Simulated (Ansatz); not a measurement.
Consider GeTe (space group R3m, No. 160; layered).

```
CELL_PARAMETERS angstrom
      2.09351     1.20869     3.68680
     -2.09351     1.20869     3.68680
      0.00000    -2.41737     3.68680
ATOMIC_POSITIONS crystal
  Ge 0.23184 0.23184 0.23184
  Te 0.76816 0.76816 0.76816
```

Cartesian axes are those of the cell as printed.

Structures relaxed with r2SCAN (Ansatz, an electronic-structure program), scalar-relativistic without spin-orbit coupling.

Base:

Simulated powder pattern, Cu Kα1, λ = 1.54056 Å (kinematic, ideal powder, no thermal factors, no anomalous dispersion; the 10 strongest lines at most, above 2 %, up to 2θ = 90°):

| 2θ (°) | I/Imax (%) | hkl |
|---|---|---|
| 24.12 | 9.5 | (003) |
| 25.84 | 10 | (101) |
| 29.43 | 100 | (012) |
| 41.01 | 35 | (104) |
| 43.18 | 37 | (110) |
| 53.12 | 19 | (202) |
| 61.07 | 11 | (024) |
| 67.66 | 12 | (116) |
| 70.77 | 16 | (122) |
| 77.70 | 10 | (214) |

After one change:

Simulated powder pattern, Cu Kα1, λ = 1.54056 Å (kinematic, ideal powder, no thermal factors, no anomalous dispersion; the 10 strongest lines at most, above 2 %, up to 2θ = 90°):

```json
[
 {"2θ (°)": "25.07", "I/Imax (%)": "19"},
 {"2θ (°)": "29.02", "I/Imax (%)": "100"},
 {"2θ (°)": "41.51", "I/Imax (%)": "72"},
 {"2θ (°)": "49.11", "I/Imax (%)": "17"},
 {"2θ (°)": "51.45", "I/Imax (%)": "20"},
 {"2θ (°)": "60.16", "I/Imax (%)": "11"},
 {"2θ (°)": "66.20", "I/Imax (%)": "9.7"},
 {"2θ (°)": "68.15", "I/Imax (%)": "11"},
 {"2θ (°)": "68.17", "I/Imax (%)": "17"},
 {"2θ (°)": "75.74", "I/Imax (%)": "17"}
]
```

Task: Name the change that was made.
A. biaxial strain −2.84 %, plane normal [001], relaxed out of plane
B. uniaxial stress, 1 GPa tension along z
C. biaxial strain +3.81 %, plane normal [001], relaxed out of plane
D. tensor shear ε_xy = −1.13 %

Result: C, biaxial strain +3.81 %, plane normal [001], relaxed out of plane. Its volume per atom is 29.04 Å³ against 27.99 Å³, and its space group is R3m (No. 160).

Stability under load was not tested beyond the relaxation. No dispersion term is included, though the crystal is made of layers, chains or molecules, so its spacings can come out too wide.
